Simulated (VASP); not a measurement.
Input of a VASP 6.6.1 run:

The input INCAR:

```
SYSTEM = FeSi2
PREC = Accurate
ENCUT = 520
EDIFF = 1E-7
ISMEAR = 0
SIGMA = 0.1
LREAL = .FALSE.
LASPH = .TRUE.
NELM = 100
ALGO = Fast
ISIF = 2
LWAVE = .FALSE.
LCHARG = .FALSE.
GGA = PS
NBANDS = 15
```

Contents of KPOINTS:

```
Automatic mesh
0
G
  16 16 8
  0 0 0
```

The input POSCAR:

```
FeSi2
1.0
    2.6762815730      0.0000000000      0.0000000000
    0.0000000000      2.6762815730      0.0000000000
    0.0000000000      0.0000000000      5.1063623743
Fe Si
1 2
Direct
    0.0000000000      0.0000000000      0.0000000000
    0.5000000000      0.5000000000      0.2719321965
    0.5000000000      0.5000000000      0.7280678035
```

Potentials or basis: VASP PAW PBE potentials, release 64 (Fe, Si).

Launch:

```console
$ cat potpaw_PBE.64/Fe/POTCAR potpaw_PBE.64/Si/POTCAR > POTCAR
$ mpirun -np 1 vasp_std > vasp.out
```

Task: What does it give for the largest force?

Result: 0.019 eV/Å.

Task: Estimate the pressure.

Result: 0.5 GPa.

Task: Estimate the band gap on the k mesh.

Result: None (metal or under the smearing width).

Forces on the atoms (eV/Å):
```
Fe   0.000  0.000  0.000
Si   0.000  0.000  0.019
Si   0.000  0.000 -0.019
```

Caveat: the PAW data sets were made with another functional, which shifts forces and pressure a little. Spin polarisation is off, so any magnetic state and its effect on volume and gap are missing.
